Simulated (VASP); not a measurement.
# MgS in VASP: one cell, several levels of theory

MgS built on the rocksalt prototype is computed at one geometry. Runs: PBE, r2SCAN.

The runs shown are made with VASP 6.6.1. PAW datasets, plane waves. Spin-unpolarised throughout; all numbers are computed.

### 1 The system as given

The cell comes from an earlier relaxation with r2SCAN in another program.

It is cubic, Fm-3m (No. 225); a = 5.203 Å in the conventional setting, 17.61 Å³ an atom. Mg has 6 S at 2.60 Å; S has 6 Mg at 2.60 Å.

Structure file:

```cif
data_structure
_symmetry_space_group_name_H-M 'P 1'
_symmetry_Int_Tables_number 1
_cell_length_a 3.6791
_cell_length_b 3.6791
_cell_length_c 3.6791
_cell_angle_alpha 60.000
_cell_angle_beta 60.000
_cell_angle_gamma 60.000
_cell_volume 35.21
loop_
_atom_site_label
_atom_site_type_symbol
_atom_site_fract_x
_atom_site_fract_y
_atom_site_fract_z
_atom_site_occupancy
Mg1 Mg 0.00000 0.00000 0.00000 1
S1 S 0.50000 0.50000 0.50000 1
```

### 2 Single point with PBE

Contents of INCAR:

```
ENCUT = 520.000000
SIGMA = 0.020000
EDIFF = 1.00e-07
GGA = PE
PREC = Accurate
IBRION = -1
ISIF = 2
ISMEAR = -1
NBANDS = 11
NELM = 120
NSW = 0
LASPH = .TRUE.
LCHARG = .FALSE.
LWAVE = .FALSE.
LREAL = .FALSE.
```

Contents of KPOINTS:

```
KPOINTS created by Atomic Simulation Environment
0
Gamma
8 8 8
0 0 0
```

Contents of KPOINTS_OPT:

```
special points
7
Reciprocal
0.0000000000 0.0000000000 0.0000000000 1
0.5000000000 0.0000000000 0.5000000000 1
0.6250000000 0.2500000000 0.6250000000 1
0.3750000000 0.3750000000 0.7500000000 1
0.5000000000 0.5000000000 0.5000000000 1
0.5000000000 0.2500000000 0.7500000000 1
0.0000000000 0.5000000000 0.5000000000 1
```

Contents of POSCAR:

```
Mg S
 1.0000000000000000
    -0.0000000000000000    2.6015179370171326    2.6015179370171326
     2.6015179370171326    0.0000000000000000    2.6015179370171326
     2.6015179370171326    2.6015179370171326   -0.0000000000000000
 Mg  S
   1   1
Cartesian
 -0.0000000000000000 -0.0000000000000000  0.0000000000000000
  2.6015179370171331  2.6015179370171331  2.6015179370171331
```

Potentials: the recommended PBE PAW datasets, 8 valence electrons in the neutral cell.

Started as:

```sh
$ mpirun -np 1 vasp_std
```

### 3 r2SCAN

Contents of INCAR:

```
ENCUT = 520.000000
SIGMA = 0.010000
EDIFF = 1.00e-07
ALGO = Normal
METAGGA = R2SCAN
PREC = Accurate
IBRION = -1
ISIF = 2
ISMEAR = 0
NBANDS = 11
NELM = 120
NSW = 0
LASPH = .TRUE.
LCHARG = .FALSE.
LWAVE = .FALSE.
LREAL = .FALSE.
```

KPOINTS is that of step 2.

KPOINTS_OPT is that of step 2.

POSCAR is that of step 2.

Before running it: what results should come out? Wanted: for each run, gap; pressure.

As calculated:

```
 level  gap (eV)  pressure (GPa)
   PBE      2.78            0.88
r2SCAN      3.43           -0.47
```

In words: The gap runs from 2.78 eV (PBE) to 3.43 eV (r2SCAN). At this one volume the pressure spans -0.5 GPa (r2SCAN) to 0.9 GPa (PBE): PBE wants the largest cell and r2SCAN the smallest.
